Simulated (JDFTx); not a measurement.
## Au under changes of volume

One of the cells (16.855 Å³/atom); the others are scaled copies at fixed shape and fractional positions:

```
Au
1.0
     0.00000    2.03500    2.03500
     2.03500    0.00000    2.03500
     2.03500    2.03500    0.00000
Au
1
Direct
  0.00000 0.00000 0.00000
```

```yaml
Program: JDFTx 1.7.0 (patched build)
Functional: PBE
Potentials_or_basis: PseudoDojo-SR-PBE-0.5-standard
Cutoff: 1034 eV
Density_cutoff: 4136 eV
k_mesh: 11 × 11 × 11
Occupations: fermi-dirac, width 0.05 eV
Spin: no spin polarisation
```

```csv
volume (Å³/atom),energy over the lowest point (meV/atom),pressure (GPa)
15.843,141.04,24.9
16.181,94.35,19.5
16.518,58.48,14.6
16.855,32.17,10.4
17.192,?,?
17.529,3.87,3.3
17.866,0.00,0.4
```

What does the run at 17.192 Å³/atom give?

Energy over the lowest point 14.30 meV/atom; pressure 6.6 GPa.

Worked out: A Birch-Murnaghan fit of order 3 (a polynomial in V^(-2/3)) to the other rows has its minimum at 17.91 Å³/atom, just outside them, with B0 = V·E''(V) = 145 GPa and B' = 5.5. It gives 14.29 meV/atom at 17.192 Å³/atom, against the run's 14.30, and -dE/dV = 6.7 GPa, against 6.6.

Energies are extrapolated to zero smearing.
